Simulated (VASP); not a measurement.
# CdTe (F-43m) in VASP: a series of runs

CdTe is run at these levels: PBEsol; tasks: single point.

Everything below comes from runs of VASP 6.6.1. Logs are shortened: lines on timing, memory, paths and dates and some standing lists are left out, and cuts for length are marked.

**What was measured.**

A printed reference work, data compilation reports, for a bulk crystal of CdTe at 0 K: band gap 1.607 eV.

The results are compared with them further down.

### 1 The cell of the first run

The structure is cubic, space group F-43m (No. 216). The conventional cell has a = 6.301 Å, b = 6.301 Å, c = 6.301 Å, α = 90.00°, β = 90.00°, γ = 90.00°. Cd (site symmetry -43m) has 4 Te at 2.73 Å within 3.6 Å. Within 3.6 Å of Te (site symmetry -43m) lie 4 Cd at 2.73 Å.

### 2 Single point, PBEsol

Input file INCAR:

```
PREC = Accurate ; ENCUT = 520
EDIFF = 1E-7 ; ISMEAR = 0
SIGMA = 0.01 ; LREAL = False
LASPH = True ; NELM = 80
ALGO = Normal ; ISIF = 2
LWAVE = False ; LCHARG = True
GGA = PS ; LELF = True
LVHAR = True ; NBANDS = 16
```

Input file KPOINTS:

```
regular mesh
0
Gamma
  6 6 6
```

Input file POSCAR:

```
CdTe
1.0
    0.0000000000      3.1506674698      3.1506674698
    3.1506674698      0.0000000000      3.1506674698
    3.1506674698      3.1506674698      0.0000000000
Cd Te
1 1
Direct
    0.0000000000      0.0000000000      0.0000000000
    0.2500000000      0.2500000000      0.2500000000
```

Potentials or basis: VASP PAW PBE potentials, release 64 (Cd, Te).

Command:

```bash
$ cat potpaw_PBE.64/Cd/POTCAR potpaw_PBE.64/Te/POTCAR > POTCAR
$ mpirun -np 1 vasp_std > vasp.out
```

OUTCAR:

```text
PREC = Accurate
   ENCUT = 520
   EDIFF = 1E-7
   ISMEAR = 0
   LREAL = False
   LASPH = True
   NELM = 80
   ISIF = 2
   GGA = PS

 ion  position               nearest neighbor table
   1  0.000  0.000  0.000-   2 2.73   2 2.73   2 2.73   2 2.73
   2  0.250  0.250  0.250-   1 2.73   1 2.73   1 2.73   1 2.73

  LATTYP: Found a face centered cubic cell.
 ALAT       =     6.3013349396

  Lattice vectors:

 A1 = (   0.0000000000,   3.1506674698,   3.1506674698)
 A2 = (   3.1506674698,   0.0000000000,   3.1506674698)
 A3 = (   3.1506674698,   3.1506674698,   0.0000000000)

Analysis of symmetry for initial positions (statically):
=====================================================================
 Subroutine PRICEL returns:
 Original cell was already a primitive cell.

 Routine SETGRP: Setting up the symmetry group for a
 face centered cubic supercell.

 Subroutine GETGRP returns: Found 24 space group operations
 (whereof 24 operations were pure point group operations)
 out of a pool of 48 trial point group operations.

The static configuration has the point symmetry T_d .

Analysis of symmetry for dynamics (positions and initial velocities):
=====================================================================
 Subroutine PRICEL returns:
 Original cell was already a primitive cell.

 Routine SETGRP: Setting up the symmetry group for a
 face centered cubic supercell.

 Subroutine GETGRP returns: Found 24 space group operations
 (whereof 24 operations were pure point group operations)
 out of a pool of 48 trial point group operations.

The dynamic configuration has the point symmetry T_d .

 Subroutine INISYM returns: Found 24 space group operations
 (whereof 24 operations are pure point group operations),
 and found     1 'primitive' translations

----------------------------------------------------------------------------------------

                                     Primitive cell

  volume of cell :      62.5515

  direct lattice vectors                    reciprocal lattice vectors
     0.000000000  3.150667470  3.150667470    -0.158696532  0.158696532  0.158696532
     3.150667470  0.000000000  3.150667470     0.158696532 -0.158696532  0.158696532
     3.150667470  3.150667470  0.000000000     0.158696532  0.158696532 -0.158696532

  length of vectors
     4.455716666  4.455716666  4.455716666     0.274870456  0.274870456  0.274870456

  position of ions in fractional coordinates (direct lattice)
     0.000000000  0.000000000  0.000000000
     0.250000000  0.250000000  0.250000000

  ion indices of the primitive-cell ions
   primitive index   ion index
                 1           1
                 2           2

----------------------------------------------------------------------------------------

 KPOINTS: regular mesh

Automatic generation of k-mesh.
 Grid dimensions read from file:
 generate k-points for:    6    6    6

 Generating k-lattice:

  Cartesian coordinates                     Fractional coordinates (reciprocal lattice)
    -0.026449422  0.026449422  0.026449422     0.166666667  0.000000000  0.000000000
     0.026449422 -0.026449422  0.026449422     0.000000000  0.166666667  0.000000000
     0.026449422  0.026449422 -0.026449422     0.000000000  0.000000000  0.166666667

  Length of vectors
     0.045811743  0.045811743  0.045811743

  Shift w.r.t. Gamma in fractional coordinates (k-lattice)
     0.000000000  0.000000000  0.000000000

 Subroutine IBZKPT returns following result:
 ===========================================

 Found     16 irreducible k-points:

 Following reciprocal coordinates:
            Coordinates               Weight
  0.000000  0.000000  0.000000      1.000000
  0.166667  0.000000  0.000000      8.000000
  0.333333  0.000000  0.000000      8.000000
  0.500000  0.000000  0.000000      4.000000
  0.166667  0.166667  0.000000      6.000000
  0.333333  0.166667  0.000000     24.000000
[... 8 lines left out ...]
 -0.333333  0.333333  0.166667     24.000000
 -0.333333  0.500000  0.166667     12.000000
   k-points           NKPTS =     16   k-points in BZ     NKDIM =     16   number of bands    NBANDS=     16
   number of dos      NEDOS =    301   number of ions     NIONS =      2
   total plane-waves  NPLWV =  46656
   dimension x,y,z NGX =    36 NGY =   36 NGZ =   36
   dimension x,y,z NGXF=    72 NGYF=   72 NGZF=   72
   ions per type =               1   1
   NGX,Y,Z   is equivalent  to a cutoff of  13.43, 13.43, 13.43 a.u.
   NGXF,Y,Z  is equivalent  to a cutoff of  26.86, 26.86, 26.86 a.u.
 SYSTEM =  unknown system
   PREC   = accura    normal or accurate (medium, high low for compatibility)
   ISTART =      0    job   : 0-new  1-cont  2-samecut
   ICHARG =      2    charge: 1-file 2-atom 10-const
   ISPIN  =      1    spin polarized calculation?
   LNONCOLLINEAR =      F non collinear calculations
   LSORBIT =      F    spin-orbit coupling
   LASPH  =      T    aspherical Exc in radial PAW
   ENCUT  =  520.0 eV  38.22 Ry    6.18 a.u.   8.28  8.28  8.28*2*pi/ulx,y,z
   NELM   =     80;   NELMIN=  2; NELMDL= -5     # of ELM steps
   EDIFF  = 0.1E-06   stopping-criterion for ELM
   LREAL  =      F    real-space projection
   EDIFFG = 0.1E-05   stopping-criterion for IOM
   NSW    =      0    number of steps for IOM
   IBRION =     -1    ionic relax: 0-MD 1-quasi-New 2-CG
   NFREE  =      0    steps in history (QN), initial steepest desc. (CG)
   ISIF   =      2    stress and relaxation
   ISYM   =      2    0-nonsym 1-usesym 2-fastsym
   POTIM  = 0.5000    time-step for ionic-motion
   TEBEG  =    0.0;   TEEND  =   0.0 temperature during run
   PSTRESS=    0.0 pullay stress
   NELECT =      18.0000    total number of electrons
   NUPDOWN=      -1.0000    fix difference up-down
   EMIN   =  10.00;   EMAX   =-10.00  energy-range for DOS
   EFERMI =   0.00;   METHOD = LEGACY
   ISMEAR =     0;   SIGMA  =   0.01  broadening in eV -4-tet -1-fermi 0-gaus
   EFERMI_NEDOS =   21; number of points for ismear=-14 and -15
   IALGO  =     38    algorithm
   IMIX   =      4    mixing-type and parameters
     AMIX     =   0.40;   BMIX     =  1.00
     AMIX_MAG =   1.60;   BMIX_MAG =  1.00
  volume/ion in A,a.u.               =      31.28       211.06
  Fermi-wavevector in a.u.,A,eV,Ry     =   1.080819  2.042452 15.893923  1.168170
  Thomas-Fermi vector in A             =   2.216820
   LORBIT       =      0    0 simple, 1 ext, 2 COOP (PROOUT), +10 PAW based schemes
   GGA     = PS    functional components
   LHFCALC =     F    Hartree Fock is set to
   AEXX    =    0.0000 exact exchange contribution
   IVDW    =     0    specifies the selected vdW correction
   LEPSILON=     F    determine dielectric tensor
   LRPA    =     F    only Hartree local field effects (RPA)
 non-spin polarized calculation
 Gauss-broadening in eV      SIGMA  =   0.01
  energy-cutoff  :      520.00
  volume of cell :       62.55
 maximum number of plane-waves:      1700
 NGX is ok and might be reduce to    36
   NGX = 17   NGY = 17   NGZ = 17

 number of electron      18.0000004 magnetization

 Free energy of the ion-electron system (eV)
  ---------------------------------------------------
  ext. energy  EPLUGINS =         0.00000000
  ---------------------------------------------------
  free energy    TOTEN  =        -5.40127343 eV

  energy without entropy =       -5.40127343  energy(sigma->0) =       -5.40127343

 E-fermi :   3.1004     XC(G=0):  -9.1592

 val. band max:        3.0257597418   @ k =   0.0000   0.0000   0.0000
 cond. band min:       3.9411710940   @ k =   0.0000   0.0000   0.0000
 fundamental gap:      0.9154113521
 Fermi energy:         3.1003751029

 k-point     1 :       0.0000    0.0000    0.0000
  band No.  band energies     occupation
      1      -8.7116      2.00000
      2      -5.5717      2.00000
      3      -5.5717      2.00000
      4      -5.5717      2.00000
      5      -5.2384      2.00000
      6      -5.2384      2.00000
[... 8 lines left out ...]
     15      12.5158      0.00000
     16      12.5158      0.00000

 k-point     2 :       0.1667    0.0000    0.0000
  band No.  band energies     occupation
      1      -8.5891      2.00000
      2      -5.5478      2.00000
      3      -5.5478      2.00000
      4      -5.4832      2.00000
      5      -5.2404      2.00000
      6      -5.2404      2.00000
[... 8 lines left out ...]
     15      11.4740      0.00000
     16      11.4740      0.00000

 k-point     3 :       0.3333    0.0000    0.0000
  band No.  band energies     occupation
      1      -8.3416      2.00000
      2      -5.5068      2.00000
      3      -5.5068      2.00000
      4      -5.2355      2.00000
      5      -5.2355      2.00000
      6      -5.1544      2.00000
[... 8 lines left out ...]
     15      11.9448      0.00000
     16      11.9448      0.00000

 k-point     4 :       0.5000    0.0000    0.0000
  band No.  band energies     occupation
      1      -8.2199      2.00000
      2      -5.4912      2.00000
      3      -5.4912      2.00000
      4      -5.2272      2.00000
      5      -5.2272      2.00000
      6      -4.8190      2.00000
[... 8 lines left out ...]
     15      13.4815      0.00000
     16      13.4815      0.00000

 k-point     5 :       0.1667    0.1667    0.0000
  band No.  band energies     occupation
      1      -8.5486      2.00000
      2      -5.5237      2.00000
      3      -5.5237      2.00000
      4      -5.4894      2.00000
      5      -5.2504      2.00000
      6      -5.2288      2.00000
[... 8 lines left out ...]
     15      12.3182      0.00000
     16      12.7560      0.00000

 k-point     6 :       0.3333    0.1667    0.0000
  band No.  band energies     occupation
      1      -8.3438      2.00000
      2      -5.4932      2.00000
      3      -5.4768      2.00000
      4      -5.3218      2.00000
      5      -5.2215      2.00000
      6      -5.1734      2.00000
[... 8 lines left out ...]
     15      12.7938      0.00000
     16      12.8880      0.00000

 k-point     7 :       0.5000    0.1667    0.0000
  band No.  band energies     occupation
      1      -8.1834      2.00000
      2      -5.4747      2.00000
      3      -5.4570      2.00000
      4      -5.2627      2.00000
      5      -5.2237      2.00000
      6      -4.7955      2.00000
[... 8 lines left out ...]
     15      13.1688      0.00000
     16      13.5854      0.00000

 k-point     8 :      -0.3333    0.1667    0.0000
  band No.  band energies     occupation
      1      -8.2228      2.00000
      2      -5.4757      2.00000
      3      -5.4747      2.00000
      4      -5.2446      2.00000
      5      -5.2443      2.00000
      6      -4.9105      2.00000
[... 8 lines left out ...]
     15      12.2420      0.00000
     16      13.4976      0.00000

 k-point     9 :      -0.1667    0.1667    0.0000
  band No.  band energies     occupation
      1      -8.4250      2.00000
      2      -5.5201      2.00000
      3      -5.5030      2.00000
      4      -5.3363      2.00000
      5      -5.2522      2.00000
      6      -5.2146      2.00000
[... 8 lines left out ...]
     15      12.0790      0.00000
     16      12.8852      0.00000

 k-point    10 :       0.3333    0.3333    0.0000
  band No.  band energies     occupation
      1      -8.2244      2.00000
      2      -5.4175      2.00000
      3      -5.4175      2.00000
      4      -5.3766      2.00000
      5      -5.2094      2.00000
      6      -5.0407      2.00000
[... 8 lines left out ...]
     15      13.4210      0.00000
     16      15.3197      0.00000

 k-point    11 :       0.5000    0.3333    0.0000
  band No.  band energies     occupation
      1      -8.1085      2.00000
      2      -5.4229      2.00000
      3      -5.3896      2.00000
      4      -5.3304      2.00000
      5      -5.2111      2.00000
      6      -4.7169      2.00000
[... 8 lines left out ...]
     15      13.9088      0.00000
     16      14.8989      0.00000

 k-point    12 :      -0.3333    0.3333    0.0000
  band No.  band energies     occupation
      1      -8.1091      2.00000
      2      -5.4464      2.00000
      3      -5.4149      2.00000
      4      -5.2772      2.00000
      5      -5.2340      2.00000
      6      -4.6294      2.00000
[... 8 lines left out ...]
     15      12.0818      0.00000
     16      15.3986      0.00000

 k-point    13 :       0.5000    0.5000    0.0000
  band No.  band energies     occupation
      1      -8.0702      2.00000
      2      -5.3919      2.00000
      3      -5.3586      2.00000
      4      -5.3586      2.00000
      5      -5.1997      2.00000
      6      -4.6523      2.00000
[... 8 lines left out ...]
     15      13.9778      0.00000
     16      14.8228      0.00000

 k-point    14 :       0.5000    0.3333    0.1667
  band No.  band energies     occupation
      1      -8.1852      2.00000
      2      -5.4493      2.00000
      3      -5.4420      2.00000
      4      -5.2988      2.00000
      5      -5.2234      2.00000
      6      -4.8835      2.00000
[... 8 lines left out ...]
     15      13.5100      0.00000
     16      14.6926      0.00000

 k-point    15 :      -0.3333    0.3333    0.1667
  band No.  band energies     occupation
      1      -8.1091      2.00000
      2      -5.4415      2.00000
      3      -5.4218      2.00000
      4      -5.2724      2.00000
      5      -5.2371      2.00000
      6      -4.6275      2.00000
[... 8 lines left out ...]
     15      13.6833      0.00000
     16      14.5195      0.00000

 k-point    16 :      -0.3333    0.5000    0.1667
  band No.  band energies     occupation
      1      -8.0720      2.00000
      2      -5.4112      2.00000
      3      -5.3993      2.00000
      4      -5.3028      2.00000
      5      -5.2241      2.00000
      6      -4.5642      2.00000
[... 8 lines left out ...]
     15      14.4153      0.00000
     16      14.6142      0.00000

------------------------ aborting loop because EDIFF is reached ----------------------------------------

  FORCE on cell =-STRESS in cart. coord.  units (eV):
  Direction    XX          YY          ZZ          XY          YZ          ZX
  --------------------------------------------------------------------------------------
  -------------------------------------------------------------------------------------
  Total        1.8583527      1.8583527      1.8583527      0.0000000      0.0000000      0.0000000
  in kB       47.5993505     47.5993505     47.5993505      0.0000000      0.0000000      0.0000000
  external PRESSURE =      47.5993505 kB  Pullay stress =       0.0000000 kB

 VOLUME and BASIS-vectors are now :
 -----------------------------------------------------------------------------
  energy-cutoff  :      520.00
  volume of cell :       62.55
      direct lattice vectors                 reciprocal lattice vectors
     0.000000000  3.150667470  3.150667470    -0.158696532  0.158696532  0.158696532
     3.150667470  0.000000000  3.150667470     0.158696532 -0.158696532  0.158696532
     3.150667470  3.150667470  0.000000000     0.158696532  0.158696532 -0.158696532

 POSITION                                       TOTAL-FORCE (eV/Angst)
 -----------------------------------------------------------------------------------
      0.00000      0.00000      0.00000         0.000000     -0.000000      0.000000
      1.57533      1.57533      1.57533        -0.000000      0.000000      0.000000
 -----------------------------------------------------------------------------------
    total drift:                               -0.000000     -0.000000     -0.000000

  FREE ENERGIE OF THE ION-ELECTRON SYSTEM (eV)
  ---------------------------------------------------
  free  energy   TOTEN  =        -5.4012734300 eV

  energy  without entropy=       -5.4012734300  energy(sigma->0) =       -5.40127343
```

Wall time 24 s (1 thread of Intel Xeon 8259CL, shared host); peak memory 0.2 GiB.

What came out:

```
Free energy            : -5.4013 eV
Pressure               : 4.8 GPa
Band gap on the k mesh : 0.92 eV, direct
```

Caveat: the PAW data sets were made with another functional, which shifts forces and pressure a little; spin-orbit coupling is left out, which moves the levels of the heavy elements. PBEsol gaps usually lie below the measured ones, often by a third to a half.

### 3 Single point, PBEsol

This run uses another cell than the first one, of 32.26 Å³/atom, 1.032 times its volume.

Input file INCAR:

```
  ALGO = Normal
  EDIFF = 1E-6
  ENCUT = 520
  GGA = PS
  ISIF = 2
  ISMEAR = 0
  LASPH = T
  LCHARG = F
  LREAL = F
  LWAVE = F
  NBANDS = 16
  NELM = 80
  PREC = Accurate
  SIGMA = 0.01
```

Input file KPOINTS:

```
k-points
0
Gamma
  6 6 6
```

Input file POSCAR:

```
CdTe
1.0
    0.0000000000      3.1834892848      3.1834892848
    3.1834892848      0.0000000000      3.1834892848
    3.1834892848      3.1834892848      0.0000000000
Cd Te
1 1
Direct
    0.0000000000      0.0000000000      0.0000000000
    0.2500000000      0.2500000000      0.2500000000
```

Potentials or basis: VASP PAW PBE potentials, release 64 (Cd, Te).

Command:

```bash
$ cat potpaw_PBE.64/Cd/POTCAR potpaw_PBE.64/Te/POTCAR > POTCAR
$ mpirun -np 1 vasp_std > vasp.out
```

Wall time 23 s (1 thread of Intel Xeon 8259CL, shared host); peak memory 0.21 GiB.

It converged, with:

```yaml
Free_energy: -5.4484 eV
Pressure: 2.9 GPa
Band_gap_on_the_k_mesh: 0.82 eV, direct
```

Levels at points of the mesh, in eV from the valence-band top:
| k point | band 5 | band 6 | band 7 | band 8 | band 9 | band 10 | band 11 | band 12 | band 13 | band 14 |
| --- | --- | --- | --- | --- | --- | --- | --- | --- | --- | --- |
| (0.00, 0.00, 0.00) | -8.16 | -8.16 | 0.00 | 0.00 | 0.00 | 0.82 | 4.50 | 4.50 | 4.50 | 7.36 |
| (0.50, 0.00, 0.00) | -8.15 | -7.76 | -4.80 | -0.87 | -0.87 | 1.78 | 5.10 | 5.10 | 6.94 | 8.73 |
| (0.50, 0.50, 0.00) | -8.12 | -7.61 | -4.62 | -2.08 | -2.08 | 2.36 | 2.57 | 9.02 | 9.34 | 9.34 |

Caveat: the PAW data sets were made with another functional, which shifts forces and pressure a little; spin-orbit coupling is left out, which moves the levels of the heavy elements.

(Part 1 of 2 ends here.)
